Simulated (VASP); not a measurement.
The system is GaP.

```xyz
2
Lattice="0.0000 2.7252 2.7252 2.7252 0.0000 2.7252 2.7252 2.7252 0.0000" Properties=species:S:1:pos:R:3 pbc="T T T"
Ga    0.0000    0.0000    0.0000
P     4.0879    4.0879    4.0879
```

| Property | Result |
| --- | --- |
| Program | VASP 6.6.1 |
| Task | relaxation of cell and atoms |
| Functional | vdW-DF |
| Potentials or basis | VASP PAW PBE potentials, release 64 (Ga_d, P) |
| Cutoff | 600 eV |
| k mesh | 8 × 8 × 8 |
| Occupations | fermi-dirac, width 0.05 eV |
| Spin | no spin polarisation |

At the start: pressure 5.6 GPa; volume 20.24 Å³/atom.

Task: Where does the relaxation end?

Result: Over 3 steps the energy falls by 23.8 meV/atom and the volume is 21.70 Å³/atom (+7.2 %); space group F-43m (No. 216, to 0.05 Å).

The path:
| step | energy change (eV) | largest force (eV/Å) | pressure (GPa) | volume (Å³) |
| --- | --- | --- | --- | --- |
| 1 | 0.0000 | 0.0000 | 5.56 | 40.48 |
| 2 | -0.0394 | 0.0000 | -2.00 | 44.74 |
| 3 | -0.0476 | 0.0000 | 0.00 | 43.40 |

Final structure:
```
Ga P
1.0
     0.00000    2.78920    2.78920
     2.78920    0.00000    2.78920
     2.78920    2.78920    0.00000
Ga P
1 1
Cartesian
  0.0000 0.0000 0.0000
  4.1838 4.1838 4.1838
```

Caveat: the PAW data sets were made with another functional, which shifts forces and pressure a little.
